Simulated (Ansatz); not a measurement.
SiC, DFT, PBE, PAW with Ansatz's default frozen-core files, scalar-relativistic (Ansatz 0.2.0), run on 1 thread of Intel(R) Xeon(R) Platinum 8488C (Sapphire Rapids) on a shared host.

The cell comes from COD entry 9008875, which wasn't checked; take it as a given geometry. The listed cell was then made from it by scaling, straining or moving an atom.

Command: `ansatz run input.yaml --threads 1 --pin off --max-ram 4096MiB --backend cpu --events-out ev --progress --plain --runs-dir out`

```yaml
crystal:
  lattice:
    - [3.0759982064, 0.015379991, 0.015379991]
    - [-1.5246796403, 2.6562025933, 0.0056294674]
    - [0.02524, 0.02524, 5.048]
  atoms:
    - { symbol: Si, position: [0.3333333333, 0.6666666667, 0.0] }
    - { symbol: Si, position: [0.6666666667, 0.3333333333, 0.5] }
    - { symbol: C, position: [0.3333333333, 0.6666666667, 0.385] }
    - { symbol: C, position: [0.6666666667, 0.3333333333, 0.885] }
kpoints:
  mp_grid: { grid: [15, 15, 8] }
scf:
  occupations: { method: fermi_dirac, width: 0.08 }
hamiltonian:
  xc: pbe
  pseudopotentials: { kind: paw }
output:
  forces: true
  stress: true
  eigenvalues: true
  efg: { contact_densities: true }
```

(1) How large is the problem that the program sets up?

(2) Estimate the wall time and the peak memory.

(3) And the same cell and mesh by crystal-made all-electron datasets, asked for forces, stress, eigenvalues, efg, on the same hardware?

Answers

(1) 901 irreducible k-points, 793 plane waves at Γ, 12 bands.

(2) 27 s of wall time for 6 SCF iterations, with a peak of 0.85 GiB. Times on shared machines scatter by tens of per cent.

(3) 2.3 min, peak memory 2.5 GiB.
